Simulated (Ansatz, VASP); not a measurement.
**Two plane-wave programs on K**

File INCAR:

```
SYSTEM = K
PREC = Accurate
ENCUT = 600
EDIFF = 1E-7
ISMEAR = -1
SIGMA = 0.05
LREAL = .FALSE.
LASPH = .TRUE.
NELM = 60
ALGO = Normal
ISIF = 3
LWAVE = .FALSE.
LCHARG = .FALSE.
GGA = PS
IVDW = 12
IBRION = 2
NSW = 60
EDIFFG = -0.01
```

Contents of KPOINTS:

```
Automatic mesh
0
G
  7 7 7
  0 0 0
```

The input POSCAR:

```
K
1.0
   -2.6975585167      2.6975585167      2.6975585167
    2.6975585167     -2.6975585167      2.6975585167
    2.6975585167      2.6975585167     -2.6975585167
K
1
Direct
    0.0000000000      0.0000000000      0.0000000000
```

File input.yaml:

```yaml
crystal:
  lattice:
    - [-2.6975585167, 2.6975585167, 2.6975585167]
    - [2.6975585167, -2.6975585167, 2.6975585167]
    - [2.6975585167, 2.6975585167, -2.6975585167]
  atoms:
    - { symbol: K, position: [0.0, 0.0, 0.0] }
hamiltonian:
  xc: pbesol
  pseudopotentials: { kind: paw }
  dispersion: d3bj
kpoints:
  mp_grid: { grid: [7, 7, 7] }
scf:
  occupations: { method: fermi_dirac, width: 0.05 }
output:
  forces: true
  stress: true
  eigenvalues: true
  write_density: true
  write_potential: true
  elf: true
  volumetric_format: npy
relax:
  f_tol: 0.01
  max_steps: 40
  cell: { stress_tol: 0.05 }
```

Alike in both runs: task relaxation of cell and atoms; functional PBEsol; dispersion D3(BJ); k mesh 7 × 7 × 7; occupations fermi-dirac, width 0.05 eV; no spin polarisation.

```csv
,VASP,Ansatz
version,VASP 6.6.1,Ansatz 0.2.0
potentials or method,"VASP PAW PBE potentials, release 64 (K_sv)",Ansatz PAW
plane-wave cutoff (eV),600,420
valence electrons in the cell,9,9
```

|  | VASP | Ansatz | Ansatz less VASP |
| --- | --- | --- | --- |
| gap on the k mesh at the Fermi level, each at its own relaxed structure (eV) | none | none | - |
| relaxed volume (Å³/atom) | 65.18 | 65.28 | +0.102 |
| relaxed cell length with the largest relative difference (Å) | 4.391 | 4.393 | +0.0023 |
| energy change over the relaxation (meV/atom) | -25 | -25 | -0.1 |

A gap of «none» marks a metal or a gap that the smearing closes.

Caveats: the volume moved by over 15 % at a fixed basis, so the end points are rough; pairwise dispersion overbinds metals, which lowers pressure and volume; the PAW data sets were made with another functional, which shifts forces and pressure a little (VASP); the plane-wave basis is chosen anew once the cell has moved, so the energies of steps on either side of that aren't comparable (Ansatz); the PAW data sets come from PBE, with cores solved anew for the run's functional, which leaves a small shift of forces and pressure (Ansatz).
